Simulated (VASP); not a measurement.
# Sb (P2_1/m) in VASP: relaxation of cell and atoms with LDA

Aim: the relaxation of cell and atoms of Sb with LDA.

All numbers are computed with VASP 6.6.1; they aren't measurements. Logs are shortened: lines on timing, memory, paths and dates and some standing lists are left out, and cuts for length are marked.

**1. The crystal as given**

It takes space group P2_1/m (No. 11, monoclinic). The conventional cell has a = 3.122 Å, b = 4.348 Å, c = 4.406 Å, α = 90.00°, β = 90.51°, γ = 90.00°. Sb (site symmetry m) is surrounded by 6 Sb at 3.04 to 3.15 Å.

This isn't the form of Sb at room conditions, which is rhombohedral.

**2. Relaxation of cell and atoms, LDA**

File INCAR:

```
SYSTEM = Sb
PREC = Accurate
ENCUT = 600
EDIFF = 1E-6
ISMEAR = 1
SIGMA = 0.1
LREAL = .FALSE.
LASPH = .FALSE.
NELM = 100
ALGO = Normal
ISIF = 3
LWAVE = .FALSE.
LCHARG = .FALSE.
IBRION = 2
NSW = 40
EDIFFG = -0.01
PSTRESS = 0
```

File KPOINTS:

```
Automatic mesh
0
G
  9 6 6
  0 0 0
```

File POSCAR:

```
Sb
1.0
    3.1224020000      0.0000000000      0.0000000000
    0.0000000000      4.3475180000      0.0000000000
   -0.0389150000      0.0000000000      4.4058520000
Sb
2
Direct
    0.0113890000      0.2500000000      0.2411660000
    0.9886110000      0.7500000000      0.7588340000
```

Potentials or basis: VASP PAW LDA potentials, release 64 (Sb).

Run with:

```sh
cat potpaw_LDA.64/Sb/POTCAR > POTCAR
mpirun -np 1 vasp_std > vasp.out
```

OUTCAR:

```text
SYSTEM = Sb
   PREC = Accurate
   ENCUT = 600
   EDIFF = 1E-6
   ISMEAR = 1
   LREAL = .FALSE.
   LASPH = .FALSE.
   NELM = 100
   ISIF = 3
   IBRION = 2
   NSW = 40
   EDIFFG = -0.01
   PSTRESS = 0

 ion  position               nearest neighbor table
   1  0.011  0.250  0.241-   2 3.04   2 3.04   2 3.15   2 3.15
   2  0.989  0.750  0.759-   1 3.04   1 3.04   1 3.15   1 3.15

  LATTYP: Found a simple monoclinic cell.
 ALAT       =     3.1224020000
 B/A-ratio  =     1.3923633152
 C/A-ratio  =     1.4111007668
 COS(beta)  =    -0.0088322263

  Lattice vectors:

 A1 = (   3.1224020000,   0.0000000000,   0.0000000000)
 A2 = (   0.0000000000,   4.3475180000,   0.0000000000)
 A3 = (  -0.0389150000,   0.0000000000,   4.4058520000)

Analysis of symmetry for initial positions (statically):
=====================================================================
 Subroutine PRICEL returns:
 Original cell was already a primitive cell.

 Routine SETGRP: Setting up the symmetry group for a
 simple monoclinic supercell.

 Subroutine GETGRP returns: Found  4 space group operations
 (whereof  2 operations were pure point group operations)
 out of a pool of  4 trial point group operations.

The static configuration has the point symmetry S_2 .
 The point group associated with its full space group is C_2h.

Analysis of symmetry for dynamics (positions and initial velocities):
=====================================================================
 Subroutine PRICEL returns:
 Original cell was already a primitive cell.

 Routine SETGRP: Setting up the symmetry group for a
 simple monoclinic supercell.

 Subroutine GETGRP returns: Found  4 space group operations
 (whereof  2 operations were pure point group operations)
 out of a pool of  4 trial point group operations.

The dynamic configuration has the point symmetry S_2 .
 The point group associated with its full space group is C_2h.

 Subroutine INISYM returns: Found  4 space group operations
 (whereof  2 operations are pure point group operations),
 and found     1 'primitive' translations

----------------------------------------------------------------------------------------

                                     Primitive cell

  volume of cell :      59.8081

  direct lattice vectors                    reciprocal lattice vectors
     3.122402000  0.000000000  0.000000000     0.320266257  0.000000000  0.002828774
     0.000000000  4.347518000  0.000000000     0.000000000  0.230016299  0.000000000
    -0.038915000  0.000000000  4.405852000     0.000000000  0.000000000  0.226970856

  length of vectors
     3.122402000  4.347518000  4.406023856     0.320278749  0.230016299  0.226970856

  position of ions in fractional coordinates (direct lattice)
     0.011389000  0.250000000  0.241166000
     0.988611000  0.750000000  0.758834000

  ion indices of the primitive-cell ions
   primitive index   ion index
                 1           1
                 2           2

----------------------------------------------------------------------------------------

 KPOINTS: Automatic mesh

Automatic generation of k-mesh.
 Grid dimensions read from file:
 generate k-points for:    9    6    6

 Generating k-lattice:

  Cartesian coordinates                     Fractional coordinates (reciprocal lattice)
     0.035585140  0.000000000  0.000314308     0.111111111  0.000000000  0.000000000
     0.000000000  0.038336050  0.000000000     0.000000000  0.166666667  0.000000000
     0.000000000  0.000000000  0.037828476     0.000000000  0.000000000  0.166666667

  Length of vectors
     0.035586528  0.038336050  0.037828476

  Shift w.r.t. Gamma in fractional coordinates (k-lattice)
     0.000000000  0.000000000  0.000000000

 Subroutine IBZKPT returns following result:
 ===========================================

 Found    112 irreducible k-points:

 Following reciprocal coordinates:
            Coordinates               Weight
  0.000000  0.000000  0.000000      1.000000
  0.111111  0.000000  0.000000      2.000000
  0.222222  0.000000  0.000000      2.000000
  0.333333  0.000000  0.000000      2.000000
  0.444444  0.000000  0.000000      2.000000
  0.000000  0.166667  0.000000      2.000000
[... 16 lines left out ...]
  0.222222  0.000000  0.166667      2.000000
  0.333333  0.000000  0.166667      2.000000
 [... further k-points ...]
   k-points           NKPTS =    112   k-points in BZ     NKDIM =    112   number of bands    NBANDS=      9
   number of dos      NEDOS =    301   number of ions     NIONS =      2
   total plane-waves  NPLWV =  36288
   dimension x,y,z NGX =    28 NGY =   36 NGZ =   36
   dimension x,y,z NGXF=    56 NGYF=   72 NGZF=   72
   ions per type =               2
   NGX,Y,Z   is equivalent  to a cutoff of  14.91, 13.77, 13.58 a.u.
   NGXF,Y,Z  is equivalent  to a cutoff of  29.82, 27.53, 27.17 a.u.
 SYSTEM =  Sb
   PREC   = accura    normal or accurate (medium, high low for compatibility)
   ISTART =      0    job   : 0-new  1-cont  2-samecut
   ICHARG =      2    charge: 1-file 2-atom 10-const
   ISPIN  =      1    spin polarized calculation?
   LNONCOLLINEAR =      F non collinear calculations
   LSORBIT =      F    spin-orbit coupling
   LASPH  =      F    aspherical Exc in radial PAW
   ENCUT  =  600.0 eV  44.10 Ry    6.64 a.u.   6.24  8.68  8.80*2*pi/ulx,y,z
   NELM   =    100;   NELMIN=  2; NELMDL= -5     # of ELM steps
   EDIFF  = 0.1E-05   stopping-criterion for ELM
   LREAL  =      F    real-space projection
   EDIFFG = -.1E-01   stopping-criterion for IOM
   NSW    =     40    number of steps for IOM
   IBRION =      2    ionic relax: 0-MD 1-quasi-New 2-CG
   NFREE  =      1    steps in history (QN), initial steepest desc. (CG)
   ISIF   =      3    stress and relaxation
   ISYM   =      2    0-nonsym 1-usesym 2-fastsym
   POTIM  = 0.5000    time-step for ionic-motion
   TEBEG  =    0.0;   TEEND  =   0.0 temperature during run
   PSTRESS=    0.0 pullay stress
   NELECT =      10.0000    total number of electrons
   NUPDOWN=      -1.0000    fix difference up-down
   EMIN   =  10.00;   EMAX   =-10.00  energy-range for DOS
   EFERMI =   0.00;   METHOD = LEGACY
   ISMEAR =     1;   SIGMA  =   0.10  broadening in eV -4-tet -1-fermi 0-gaus
   EFERMI_NEDOS =   21; number of points for ismear=-14 and -15
   IALGO  =     38    algorithm
   IMIX   =      4    mixing-type and parameters
     AMIX     =   0.40;   BMIX     =  1.00
     AMIX_MAG =   1.60;   BMIX_MAG =  1.00
  volume/ion in A,a.u.               =      29.90       201.80
  Fermi-wavevector in a.u.,A,eV,Ry     =   0.901893  1.704330 11.067117  0.813410
  Thomas-Fermi vector in A             =   2.025029
   LORBIT       =      0    0 simple, 1 ext, 2 COOP (PROOUT), +10 PAW based schemes
   GGA     = CA    functional components
   LHFCALC =     F    Hartree Fock is set to
   AEXX    =    0.0000 exact exchange contribution
   IVDW    =     0    specifies the selected vdW correction
   LEPSILON=     F    determine dielectric tensor
   LRPA    =     F    only Hartree local field effects (RPA)
 conjugate gradient relaxation of ions
 non-spin polarized calculation
 Methfessel and Paxton  Order N= 1 SIGMA  =   0.10
  energy-cutoff  :      600.00
  volume of cell :       59.81
 maximum number of plane-waves:      2017
 NGX is ok and might be reduce to    28
   NGX = 13   NGY = 17   NGZ = 17

--------------------------------------- Ionic step        1  -------------------------------------------

 number of electron      10.0000000 magnetization

 Free energy of the ion-electron system (eV)
  ---------------------------------------------------
  ext. energy  EPLUGINS =         0.00000000
  ---------------------------------------------------
  free energy    TOTEN  =        -9.52558093 eV

  energy without entropy =       -9.52465064  energy(sigma->0) =       -9.52527084

 E-fermi :   7.0925     XC(G=0):  -9.7916

 val. band max:        7.0861621712   @ k =  -0.4444   0.0000   0.3333
 cond. band min:       7.0943123262   @ k =  -0.3333   0.0000   0.1667
 fundamental gap:      0.0081501550
 Fermi energy:         7.0925318537

 k-point     1 :       0.0000    0.0000    0.0000
  band No.  band energies     occupation
      1      -5.4319      2.00000
      2      -0.4122      2.00000
      3       3.4076      2.00000
      4       3.5389      2.00000
      5       9.1102      0.00000
      6      10.0185      0.00000
      7      10.2436      0.00000
      8      10.3789      0.00000
      9      13.6191      0.00000
[... 377 lines left out ...]
  FREE ENERGIE OF THE ION-ELECTRON SYSTEM (eV)
  ---------------------------------------------------
  free  energy   TOTEN  =        -9.5609762010 eV

  energy  without entropy=       -9.5601946720  energy(sigma->0) =       -9.56071569

[... ionic steps 4 to 19 ...]

--------------------------------------- Ionic step       20  -------------------------------------------

 number of electron       9.9999999 magnetization

------------------------ aborting loop because EDIFF is reached ----------------------------------------

  FORCE on cell =-STRESS in cart. coord.  units (eV):
  Direction    XX          YY          ZZ          XY          YZ          ZX
  --------------------------------------------------------------------------------------
  -------------------------------------------------------------------------------------
  Total        0.0024132     -0.0350712     -0.0019893      0.0000000      0.0000000     -0.0005029
  in kB        0.0685825     -0.9967261     -0.0565373      0.0000000      0.0000000     -0.0142921
  external PRESSURE =      -0.3282270 kB  Pullay stress =       0.0000000 kB
[... 57 lines left out ...]
  energy  without entropy=       -9.5683761645  energy(sigma->0) =       -9.56801708

--------------------------------------- Ionic step       22  -------------------------------------------

 number of electron       9.9999999 magnetization

 Free energy of the ion-electron system (eV)
  ---------------------------------------------------
  ext. energy  EPLUGINS =         0.00000000
  ---------------------------------------------------
  free energy    TOTEN  =        -9.56785762 eV

  energy without entropy =       -9.56848419  energy(sigma->0) =       -9.56806648

 E-fermi :   7.8723     XC(G=0): -10.0433

 val. band max:        7.8639418270   @ k =  -0.4444   0.3333   0.1667
 cond. band min:       7.9033588223   @ k =   0.0000   0.3333   0.0000
 fundamental gap:      0.0394169953
 Fermi energy:         7.8722902985

 k-point     1 :       0.0000    0.0000    0.0000
  band No.  band energies     occupation
      1      -5.1177      2.00000
      2       0.3710      2.00000
      3       3.7277      2.00000
      4       4.2494      2.00000
      5       9.7697     -0.00000
      6      10.9232      0.00000
      7      11.1177      0.00000
      8      11.3112      0.00000
      9      14.6119      0.00000
[... 305 lines left out ...]
  FREE ENERGIE OF THE ION-ELECTRON SYSTEM (eV)
  ---------------------------------------------------
  free  energy   TOTEN  =        -9.5678576240 eV

  energy  without entropy=       -9.5684841934  energy(sigma->0) =       -9.56806648

 reached required accuracy - stopping structural energy minimisation
```

Run time: 3.5 min. Hardware: 1 thread of Intel Xeon 6975P-C (Granite Rapids), shared host; peak memory 0.22 GiB.

What came out:

```yaml
Free_energy: -9.5679 eV
Relaxed_volume: 28.18 Å³/atom
Relaxed_cell: a = 3.062 Å, b = 4.200 Å, c = 4.382 Å, α = 90.00°, β = 90.00°, γ = 90.00°
Space_group_after_relaxing_to_0.05_Å: Cmmm (No. 65)
Energy_gained_by_relaxing: 21.1 meV/atom
Ionic_steps: 22
Pressure_after_relaxing: 0.0 GPa
Band_gap_on_the_k_mesh: none (metal or under the smearing width)
```

Forces in eV/Å, atoms in the order of the input:
```
Sb   0.001  0.000 -0.002
Sb  -0.001  0.000  0.002
```

The path:
```csv
step,energy change (eV),largest force (eV/Å),pressure (GPa),volume (Å³)
1,0.0000,0.0441,-3.21,59.81
2,-0.0235,0.1436,2.23,54.77
3,-0.0354,0.0981,0.01,56.52
4,-0.0371,0.0911,0.03,56.47
5,-0.0408,0.0485,0.10,56.29
6,-0.0338,0.0244,0.39,55.93
7,-0.0411,0.0310,0.13,56.23
8,-0.0416,0.0220,-0.06,56.40
9,-0.0417,0.0225,-0.02,56.36
10,-0.0418,0.0212,0.03,56.32
11,-0.0418,0.0198,0.09,56.28
12,-0.0419,0.0191,0.07,56.30
13,-0.0420,0.0171,0.00,56.35
14,-0.0420,0.0163,-0.03,56.38
15,-0.0420,0.0152,-0.03,56.37
16,-0.0421,0.0122,-0.01,56.35
17,-0.0422,0.0063,0.04,56.32
18,-0.0421,0.0067,0.12,56.24
19,-0.0422,0.0032,0.07,56.29
20,-0.0423,0.0010,-0.03,56.37
21,-0.0423,0.0006,-0.03,56.37
22,-0.0423,0.0024,-0.01,56.35
```

Final structure:
```yaml
crystal:
  lattice:
    - [3.06208, 0.00000, 0.01330]
    - [0.00000, 4.20000, 0.00000]
    - [-0.01927, 0.00000, 4.38181]
  atoms:
    - { symbol: Sb, position: [0.99958, 0.25000, 0.24793] }
    - { symbol: Sb, position: [0.00042, 0.75000, 0.75207] }
```

**3. The reference run**

An earlier run on the cell as given: functional PBEsol; potentials or basis VASP PAW PBE potentials, release 64 (Sb); cutoff 520 eV; k mesh 9 × 6 × 6; occupations fermi-dirac, width 0.05 eV; no spin polarisation.

* Pressure: -2.1 GPa
* Largest force: 0.054 eV/Å
* Band gap on the k mesh: none (metal or under the smearing width)
